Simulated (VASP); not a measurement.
Runs of VASP 6.6.1 on SiC. The structure is hexagonal, space group P6_3mc (No. 186). The conventional cell has a = 3.076 Å, b = 3.076 Å, c = 10.071 Å, α = 90.00°, β = 90.00°, γ = 120.00°. Around Si (site symmetry 3m) lie 4 C at 1.88 to 1.89 Å. Around Si (site symmetry 3m) lie 4 C at 1.88 to 1.89 Å. C (site symmetry 3m) has 4 Si at 1.88 to 1.89 Å as nearest neighbours. C (site symmetry 3m) has 4 Si at 1.88 to 1.89 Å as nearest neighbours. The cell is a database's computed one.

```csv
level,gap on the mesh (eV),pressure (GPa),relaxed volume (Å³/atom),largest force (eV/Å)
PBEsol+D4,2.11,0.0,10.23,-
RPBE+D3,2.24,0.0,(b),-
revPBE+D3,2.23,0.0,10.40,0.01
RPBE+D3(BJ),2.25,0.0,(a),0.01
revPBE+D3(BJ),2.23,0.0,10.14,0.01
```

Alike in all rows: task relaxation of cell and atoms; potentials or basis VASP PAW PBE potentials, release 64 (Si, C); no spin polarisation; cell relaxed; k mesh 10 × 10 × 3; cutoff (eV) 600; smearing fermi-dirac 0.05 eV.

Estimate the missing entries.

(a) 9.59; (b) 10.42.

Caveats: the PAW data sets were made with another functional, which shifts forces and pressure a little; an odd mesh through Γ misses points on the zone boundary, where band edges often lie.

Runs at the PBE level aren't shown here.
